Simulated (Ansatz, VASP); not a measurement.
Pt in VASP and in Ansatz

Contents of INCAR:

```
PREC = Accurate
ENCUT = 520
EDIFF = 1E-7
ISMEAR = 0
SIGMA = 0.05
LREAL = False
LASPH = True
NELM = 80
ALGO = Normal
ISIF = 2
LWAVE = False
LCHARG = False
NBANDS = 11
```

The input KPOINTS:

```
Automatic mesh
0
Gamma
  12 12 12
```

POSCAR

```
Pt
1.0
   -1.5842200000      1.5842200000      1.5842200000
    1.5842200000     -1.5842200000      1.5842200000
    1.5842200000      1.5842200000     -1.5842200000
Pt
1
Direct
    0.0000000000      0.0000000000      0.0000000000
```

input.yaml

```yaml
crystal:
  lattice:
    - [-1.58422, 1.58422, 1.58422]
    - [1.58422, -1.58422, 1.58422]
    - [1.58422, 1.58422, -1.58422]
  atoms:
    - { symbol: Pt, position: [0.0, 0.0, 0.0] }
kpoints:
  mp_grid: { grid: [12, 12, 12] }
scf:
  occupations: { method: gaussian, width: 0.05 }
hamiltonian:
  xc: lda
  pseudopotentials: { kind: all_electron, lapw: { basis_error: 0.001 } }
output:
  forces: true
  stress: true
  eigenvalues: true
```

This isn't the form of Pt at room conditions, which is fcc.

Alike in both runs: task single point; functional LDA; k mesh 12 × 12 × 12; occupations gaussian, width 0.05 eV; no spin polarisation.

|  | VASP | Ansatz |
| --- | --- | --- |
| version | VASP 6.6.1 | Ansatz 0.2.0 |
| potentials or method | VASP PAW LDA potentials, release 64 (Pt) | all-electron LAPW, scalar-relativistic |
| plane-wave cutoff (eV) | 520 | see its input |

```csv
,VASP,Ansatz,Ansatz less VASP
gap on the k mesh at the Fermi level (eV),none,none,-
pressure (GPa),-15.7,-16.2,-0.54
```

A gap of «none» marks a metal or a gap that the smearing closes. Ansatz ran all-electron here, so the differences hold the error of VASP's frozen core and of both bases.

Caveats: so large a pressure means that the cell lies far from this level's equilibrium, or that cutoff or potentials fall short. The runs have no spin-orbit coupling, so splittings on Pt are missing.
